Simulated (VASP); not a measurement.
A run of VASP 6.6.1:

Contents of INCAR:

```
SYSTEM = MnO
PREC     = Accurate       ! precision mode
ENCUT    = 520            ! plane-wave cutoff, eV
EDIFF    = 1E-6           ! SCF threshold, eV
ISMEAR   = 0              ! smearing method
SIGMA    = 0.05           ! smearing width, eV
LREAL    = .FALSE.        ! projectors in reciprocal space
LASPH    = .TRUE.         ! aspherical terms in the spheres
NELM     = 100            ! most SCF steps
ALGO     = Normal         ! electronic algorithm
ISIF     = 2              ! what is computed and relaxed
LWAVE    = .FALSE.        ! write WAVECAR
LCHARG   = .TRUE.         ! write CHGCAR
ISPIN    = 2              ! spin polarisation
MAGMOM   = 4 -4 0 0       ! initial moments
LORBIT   = 11             ! projections on sites
LMAXMIX  = 4              ! l up to which the mixer works
LDAU     = .TRUE.         ! DFT+U
LDAUTYPE = 2            
LDAUL    = 2 -1           ! shell
LDAUU    = 2 0            ! U, eV
LDAUJ    = 0 0          
LDAUPRINT= 1            
GGA      = PE             ! functional
LELF     = .TRUE.         ! ELF
LVHAR    = .TRUE.
```

Contents of KPOINTS:

```
regular mesh
0
G
  7 7 7
  0 0 0
```

File POSCAR:

```
MnO
1.0
   -1.4847429600      2.5716502300      2.8980711300
    2.9694859100      0.0000000000      2.8980711300
    1.4847429500      2.5716502300      0.0000000000
Mn O
2 2
Direct
    0.0000000000      0.0000000000      0.0000000000
    0.5000000000      0.5000000000      0.5000000000
    0.0833333333      0.4166666667      0.2500000000
    0.5833333333      0.9166666667      0.7500000000
```

Potentials or basis: VASP PAW PBE potentials, release 64 (Mn_pv, O).

Launch:

```console
$ cat potpaw_PBE.64/Mn_pv/POTCAR potpaw_PBE.64/O/POTCAR > POTCAR
$ mpirun -np 1 vasp_std > vasp.out
```

Hardware: 1 thread of Intel(R) Xeon(R) Platinum 8488C (Sapphire Rapids), with other jobs on the host.

Estimate the wall time of this run.

It took 88 s on 1 thread of Intel(R) Xeon(R) Platinum 8488C (Sapphire Rapids), on a shared host, peak memory 0.24 GiB. Counts: scf iterations 16, k points 64.
